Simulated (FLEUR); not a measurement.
# WC: single point with PBEsol

The system is WC.

```
W C
1.0
     0.00000    2.19268    2.19268
     2.19268    0.00000    2.19268
     2.19268    2.19268    0.00000
W C
1 1
Direct
  0.98258 0.99518 0.00280
  0.51745 0.50594 0.48678
```

The cell comes from a database or a generator and needn't be the stable form of this composition.

The cell isn't the ideal one: atoms moved at random, drawn with an rms of 0.05 Å.

```json
{"Program": "FLEUR MaX-R8.1 (later development tree)", "Task": "single point", "Functional": "PBEsol", "Potentials or basis": "all-electron", "Basis": "FLAPW", "Kmax": "5.07 1/bohr", "k mesh": "10 × 10 × 10", "Occupations": "fermi-dirac, width 0.05 eV", "Spin": "no spin polarisation", "Gmax": "15.7 1/bohr", "Muffin-tin radii": "W 2.3, C 1.42 bohr", "lmax": "W 9, C 8", "lnonsphr": "W 9, C 8", "Local orbitals a species": "W 4, C 3", "Max iterations": "60", "Mixing factor": "0.05", "Mixer": "Anderson", "Mixer history": "15", "Density convergence": "1e-05 me/bohr^3"}
```

The largest force is 0.706 eV/Å, the band gap on the k mesh is none (metal or under the smearing width) and the valence electrons inside the program's atomic spheres are W 25.35; C 2.19 (radii W 2.3, C 1.42 bohr).

Forces on the atoms (eV/Å):
```
W   -0.076  0.277  0.644
C    0.076 -0.277 -0.644
```

Levels at points of the mesh, in eV from the Fermi level:
| k point | band 12 | band 13 | band 14 | band 15 | band 16 | band 17 | band 18 | band 19 | band 20 | band 21 |
| --- | --- | --- | --- | --- | --- | --- | --- | --- | --- | --- |
| (0.00, 0.00, 0.00) | -15.80 | -3.09 | -3.06 | -2.79 | -2.03 | -1.22 | -0.70 | -0.47 | 0.10 | 6.39 |
| (0.00, 0.00, 0.50) | -11.18 | -9.81 | -6.58 | -6.54 | 0.99 | 1.03 | 2.29 | 4.69 | 8.49 | 8.82 |
| (0.00, 0.50, 0.00) | -11.17 | -9.82 | -6.58 | -6.53 | 0.99 | 1.02 | 2.29 | 4.67 | 8.46 | 8.82 |
| (0.00, 0.50, 0.50) | -13.55 | -5.99 | -5.60 | -2.61 | -2.25 | 0.99 | 2.26 | 2.26 | 5.43 | 7.10 |
| (0.50, 0.00, 0.00) | -11.23 | -9.75 | -6.62 | -6.60 | 1.00 | 1.05 | 2.32 | 4.83 | 8.63 | 8.89 |
| (0.50, 0.00, 0.50) | -13.54 | -5.97 | -5.60 | -2.59 | -2.29 | 0.97 | 2.26 | 2.26 | 5.38 | 7.12 |
| (0.50, 0.50, 0.00) | -13.54 | -5.84 | -5.57 | -2.51 | -2.45 | 0.87 | 2.25 | 2.26 | 5.13 | 7.23 |
| (0.50, 0.50, 0.50) | -11.21 | -9.77 | -6.61 | -6.57 | 1.00 | 1.04 | 2.31 | 4.78 | 8.59 | 8.85 |

Core levels (eV from the Fermi level):
```csv
atom,levels
1 W,"1s1/2 -69371.4, 2s1/2 -11962.7, 2p1/2 -11439.4, 2p3/2 -10087.3, 3s1/2 -2752.0, 3p1/2 -2519.1, 3p3/2 -2226.8, 4s1/2 -564.6, 3d3/2 -1834.7, 3d5/2 -1771.1, 4p1/2 -468.0, 4p3/2 -400.2, 4d3/2 -241.7, 4d5/2 -229.2"
2 C,1s1/2 -265.3
```

Wall time 15 min on 1 thread of Intel(R) Xeon(R) 6975P-C (Granite Rapids), on a shared host, peak memory 0.21 GiB.

Spin-orbit coupling is left out, which matters for the levels of W.
